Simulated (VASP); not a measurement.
# InP (F-43m) in VASP: further runs, part 2 of 2

VASP 6.6.1. The steps go on from the part before.

**4. Relaxation of cell and atoms, b88 exchange, pbe correlation**

INCAR reads:

```
SYSTEM = InP
PREC     = Accurate       ! precision mode
ENCUT    = 500            ! plane-wave cutoff, eV
EDIFF    = 1E-7           ! SCF threshold, eV
ISMEAR   = -1             ! smearing method
SIGMA    = 0.05           ! smearing width, eV
LREAL    = .FALSE.        ! projectors in reciprocal space
LASPH    = .TRUE.         ! aspherical terms in the spheres
NELM     = 120            ! most SCF steps
ALGO     = Normal         ! electronic algorithm
ISIF     = 3              ! what is computed and relaxed
LWAVE    = .FALSE.        ! write WAVECAR
LCHARG   = .FALSE.        ! write CHGCAR
GGA      = LIBXC          ! functional
LIBXC1   = GGA_X_B88    
LIBXC2   = GGA_C_PBE    
IBRION   = 2              ! ionic algorithm
NSW      = 60             ! ionic steps
EDIFFG   = -0.01          ! ionic threshold
GGA_COMPAT= .FALSE.      
NELMIN   = 4
```

KPOINTS reads:

```
Automatic mesh
0
G
  8 8 8
  0 0 0
```

POSCAR reads:

```
InP
1.0
    0.0000000000      2.9305000000      2.9305000000
    2.9305000000      0.0000000000      2.9305000000
    2.9305000000      2.9305000000      0.0000000000
In P
1 1
Direct
    0.0000000000      0.0000000000      0.0000000000
    0.7500000000      0.7500000000      0.7500000000
```

Potentials or basis: VASP PAW PBE potentials, release 64 (In_d, P).

Launch:

```bash
$ cat potpaw_PBE.64/In_d/POTCAR potpaw_PBE.64/P/POTCAR > POTCAR
$ mpirun -np 1 vasp_std > vasp.out
```

OUTCAR:

```text
SYSTEM = InP
   PREC = Accurate
   ENCUT = 500
   EDIFF = 1E-7
   ISMEAR = -1
   LREAL = .FALSE.
   LASPH = .TRUE.
   NELM = 120
   ISIF = 3
   GGA = LIBXC
   IBRION = 2
   NSW = 60
   EDIFFG = -0.01
   NELMIN = 4

 ion  position               nearest neighbor table
   1  0.000  0.000  0.000-   2 2.54   2 2.54   2 2.54   2 2.54
   2  0.750  0.750  0.750-   1 2.54   1 2.54   1 2.54   1 2.54

  LATTYP: Found a face centered cubic cell.
 ALAT       =     5.8610000000

  Lattice vectors:

 A1 = (   0.0000000000,   2.9305000000,   2.9305000000)
 A2 = (   2.9305000000,   0.0000000000,   2.9305000000)
 A3 = (   2.9305000000,   2.9305000000,   0.0000000000)

Analysis of symmetry for initial positions (statically):
=====================================================================
 Subroutine PRICEL returns:
 Original cell was already a primitive cell.

 Routine SETGRP: Setting up the symmetry group for a
 face centered cubic supercell.

 Subroutine GETGRP returns: Found 24 space group operations
 (whereof 24 operations were pure point group operations)
 out of a pool of 48 trial point group operations.

The static configuration has the point symmetry T_d .

Analysis of symmetry for dynamics (positions and initial velocities):
=====================================================================
[... 229 lines left out ...]

 number of electron      17.9999988 magnetization

 Free energy of the ion-electron system (eV)
  ---------------------------------------------------
  ext. energy  EPLUGINS =         0.00000000
  ---------------------------------------------------
  free energy    TOTEN  =        -8.16940429 eV

  energy without entropy =       -8.16934852  energy(sigma->0) =       -8.16937641

 E-fermi :   4.8904     XC(G=0):  -9.1031

 val. band max:        4.6416743658   @ k =   0.0000   0.0000   0.0000
 cond. band min:       5.0730521147   @ k =   0.0000   0.0000   0.0000
 fundamental gap:      0.4313777490
 Fermi energy:         4.8903575390

 k-point     1 :       0.0000    0.0000    0.0000
  band No.  band energies     occupation
      1      -9.4775      2.00000
      2      -9.4775      2.00000
      3      -9.4775      2.00000
      4      -9.3477      2.00000
      5      -9.3477      2.00000
      6      -6.5597      2.00000
      7       4.6417      1.98626
      8       4.6417      1.98626
      9       4.6417      1.98626
     10       5.0731      0.05047
     11       8.7277      0.00000
     12       8.7277      0.00000
     13       8.7277      0.00000
[... 354 lines left out ...]
  band No.  band energies     occupation
      1      -9.5871      2.00000
      2      -9.4363      2.00000
      3      -9.4195      2.00000
      4      -9.3519      2.00000
      5      -9.3367      2.00000
      6      -4.6984      2.00000
      7      -0.6958      2.00000
      8       2.1105      2.00000
      9       3.1263      2.00000
     10       7.6603      0.00000
     11       8.8512      0.00000
     12      10.4144      0.00000
     13      11.7208      0.00000

 [... further k-points ...]

------------------------ aborting loop because EDIFF is reached ----------------------------------------

  FORCE on cell =-STRESS in cart. coord.  units (eV):
  Direction    XX          YY          ZZ          XY          YZ          ZX
  --------------------------------------------------------------------------------------
  -------------------------------------------------------------------------------------
  Total        0.0007664      0.0007664      0.0007664     -0.0000000     -0.0000000      0.0000000
  in kB        0.0232558      0.0232558      0.0232558     -0.0000000     -0.0000000      0.0000000
  external PRESSURE =       0.0232558 kB  Pullay stress =       0.0000000 kB
[... 17 lines left out ...]
  FREE ENERGIE OF THE ION-ELECTRON SYSTEM (eV)
  ---------------------------------------------------
  free  energy   TOTEN  =        -8.1694042911 eV

  energy  without entropy=       -8.1693485248  energy(sigma->0) =       -8.16937641

 reached required accuracy - stopping structural energy minimisation
```

Run time: 46 s. Hardware: 1 thread of AMD EPYC 7R43 (Zen 3), shared host; peak memory 0.14 GiB.

What came out:

| Item | Value |
| --- | --- |
| Free energy | -8.1694 eV |
| Relaxed volume | 26.40 Å³/atom |
| Relaxed cell | a = 4.211 Å, b = 4.211 Å, c = 4.211 Å, α = 60.00°, β = 60.00°, γ = 60.00° |
| Space group after relaxing (to 0.1 Å) | F-43m (No. 216) |
| Energy gained by relaxing | 11.7 meV/atom |
| Ionic steps | 3 |
| Pressure after relaxing | 0.0 GPa |
| Band gap on the k mesh | 0.43 eV |

The path:
| step | energy change (eV) | largest force (eV/Å) | pressure (GPa) | volume (Å³) |
| --- | --- | --- | --- | --- |
| 1 | 0.0000 | 0.0000 | 3.18 | 50.33 |
| 2 | -0.0181 | 0.0000 | -1.32 | 54.07 |
| 3 | -0.0234 | 0.0000 | 0.00 | 52.80 |

Final structure:
```
In P
1.0
     0.00000    2.97762    2.97762
     2.97762    0.00000    2.97762
     2.97762    2.97762    0.00000
In P
1 1
Direct
  0.00000 0.00000 0.00000
  0.75000 0.75000 0.75000
```

Levels at points of the mesh, in eV from the valence-band top:
```
           k point  band 5  band 6  band 7  band 8  band 9  band 10  band 11  band 12  band 13
(0.00, 0.00, 0.00)  -13.99  -11.20    0.00    0.00    0.00     0.43     4.09     4.09     4.09
(0.50, 0.00, 0.00)  -13.98   -9.63   -5.49   -0.90   -0.90     1.37     4.80     4.80     7.00
(0.50, 0.50, 0.00)  -13.96   -9.03   -5.56   -2.16   -2.16     1.84     2.26     8.91     9.27
```

Caveat: the PAW data sets were made with another functional, which shifts forces and pressure a little; spin-orbit coupling is left out, which moves the levels of the heavy elements.

**5. Overview**

| task | level | spin | cell | smearing | gap on the mesh (eV) | pressure (GPa) |
| --- | --- | --- | --- | --- | --- | --- |
| single point | revPBE | non-collinear, zero start, SOC | a = 4.144 Å, angles 60.0°, 2 atoms | gaussian 0.05 eV | - | 4.5 |
| single point | b88 exchange, pbe correlation | off | a = 4.213 Å, angles 60.0°, 2 atoms | fermi-dirac 0.05 eV | 0.42 | -0.1 |
| relaxation of cell and atoms | b88 exchange, pbe correlation | off | relaxed from a = 4.144 Å, angles 60.0°, 2 atoms | fermi-dirac 0.05 eV | 0.43 | 0.0 |

Alike in all rows: potentials or basis VASP PAW PBE potentials, release 64 (In_d, P); k mesh 8 × 8 × 8; cutoff (eV) 500.

Caveats: the PAW data sets were made with another functional, which shifts forces and pressure a little; spin-orbit coupling is left out, which moves the levels of the heavy elements (at least some runs); the cell stands under pressure (at least some runs).

Total energies depend on the potentials used, so only differences within one code and one set of settings carry meaning.

**6. Comparison with measurements**

Step 3. Measured gap of InP: 1.4236 eV (direct; 1.6 K; a printed reference work, data compilation). This calculation gives 0.42 eV (-1.00 eV). Spin-orbit coupling on In is left out. The value is that of b88 exchange, pbe correlation, without temperature or zero-point motion.
